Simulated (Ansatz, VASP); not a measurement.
# One calculation of WS, two programs

```
CELL_PARAMETERS angstrom
3.14578 0.00000 0.00000
-1.57289 2.72432 0.00000
0.00000 0.00000 33.95342
ATOMIC_POSITIONS crystal
W 0.33333 0.66667 0.25034
W 0.33333 0.66667 0.74953
S 0.66667 0.33333 0.29649
S 0.66667 0.33333 0.70462
```

Alike in both runs: functional PBEsol; k mesh 9 × 9 × 1; occupations gaussian, width 0.05 eV; no spin polarisation.

Ansatz relaxed the structure, and its values are those at the end. VASP's run is a single point on that final structure, the one shown.

```csv
,VASP,Ansatz
version,VASP 6.6.1,Ansatz 0.2.0
potentials or method,"VASP PAW PBE potentials, release 64 (W_sv, S)","scalar-relativistic, plane waves, PAW"
plane-wave cutoff (eV),520,420
valence electrons in the cell,40,40
```

Ansatz gave:

| Property | Result |
| --- | --- |
| gap on the k mesh at the Fermi level (eV) | 0.29 |
| least direct gap on the mesh (eV) | 0.77 |
| rms of the force components (eV/Å) | 0.311 |

Problem. What did VASP give for the same quantities?

Solution. gap on the k mesh at the Fermi level (eV): 0.29; least direct gap on the mesh (eV): 0.78; rms of the force components (eV/Å): 0.306.

Caveats: the PAW data sets were made with another functional, which shifts forces and pressure a little (VASP); spin-orbit coupling is left out, which moves the levels of the heavy elements.
